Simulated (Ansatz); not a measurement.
# ZrO2 under changes of volume

One of the cells (11.158 Å³/atom); the others are scaled copies at fixed shape and fractional positions:

```xyz
6
Lattice="3.5961 0.0000 0.0000 0.0000 3.5961 0.0000 0.0000 0.0000 5.1770" Properties=species:S:1:pos:R:3 pbc="T T T"
Zr    1.7980    1.7980    2.5885
Zr    0.0000    0.0000    0.0000
O     1.7980    0.0000    4.1261
O     1.7980    0.0000    1.5376
O     0.0000    1.7980    3.6394
O     0.0000    1.7980    1.0509
```

```yaml
Program: Ansatz 0.2.0
Functional: PBE
Dispersion: D4
Potentials_or_basis: Ansatz PAW
Cutoff: "420 eV (not typed: the program's choice for these potentials)"
k_mesh: 7 × 7 × 5
Occupations: fermi-dirac, width 0.05 eV
Spin: no spin polarisation
```

```csv
volume (Å³/atom),energy over the lowest point (meV/atom),pressure (GPa),gap on the mesh (eV),largest force (eV/Å)
10.489,40.45,18.6,4.19,0.245
10.712,18.90,12.3,4.13,0.134
10.935,5.74,6.7,4.08,0.030
11.158,0.00,1.6,4.02,0.066
11.381,1.01,-3.0,3.96,0.156
11.604,?,?,?,?
11.828,20.71,-10.9,3.84,0.318
```

**Question.** What does the run at 11.604 Å³/atom give?

**Answer.** Energy over the lowest point 8.08 meV/atom; pressure -7.1 GPa; gap on the mesh 3.90 eV; largest force 0.240 eV/Å.

Worked out: A Birch-Murnaghan fit of order 3 (a polynomial in V^(-2/3)) to the other rows has its minimum at 11.23 Å³/atom with B0 = V·E''(V) = 235 GPa and B' = 4.3 at fixed shape and positions, which overstates the stiffness. It gives 8.10 meV/atom at 11.604 Å³/atom, against the run's 8.08, and -dE/dV = -7.1 GPa, against -7.1. A straight line through the other rows of the gap, of slope -2.9 eV per unit of ln V, gives 3.90 eV, against the run's 3.90.

Energies are extrapolated to zero smearing.

Caveats: odd divisions of the mesh miss points on the zone boundary, where band edges often lie, so the gap on the mesh can be too wide.

A mesh can miss the band edges. Spin-orbit coupling on Zr is left out.
